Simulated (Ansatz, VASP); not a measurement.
# One calculation of B, two programs

```
CELL_PARAMETERS angstrom
1.92294 0.00000 0.00000
0.00000 1.88524 0.00000
0.00000 0.00000 1.88524
ATOMIC_POSITIONS crystal
B 0.50000 0.50000 0.50000
```

Change from the starting cell: strain = 0.02.

Alike in both runs: task single point; functional PBE; k mesh 14 × 14 × 14; occupations fermi-dirac, width 0.05 eV; no spin polarisation.

|  | VASP | Ansatz |
| --- | --- | --- |
| version | VASP 6.6.1 | Ansatz 0.2.0 |
| potentials or method | VASP PAW PBE potentials, release 64 (B) | Ansatz PAW |
| plane-wave cutoff (eV) | 520 | 420 |
| valence electrons in the cell | 3 | 3 |

Ansatz gave:

* gap on the k mesh at the Fermi level (eV): none
* pressure (GPa): -4.0
* largest component of the traceless stress (GPa): 0.19

Q: What did VASP give for the same quantities?

A: gap on the k mesh at the Fermi level (eV): none; pressure (GPa): -3.9; largest component of the traceless stress (GPa): 0.20.

A gap of «none» marks a metal or a gap that the smearing closes.
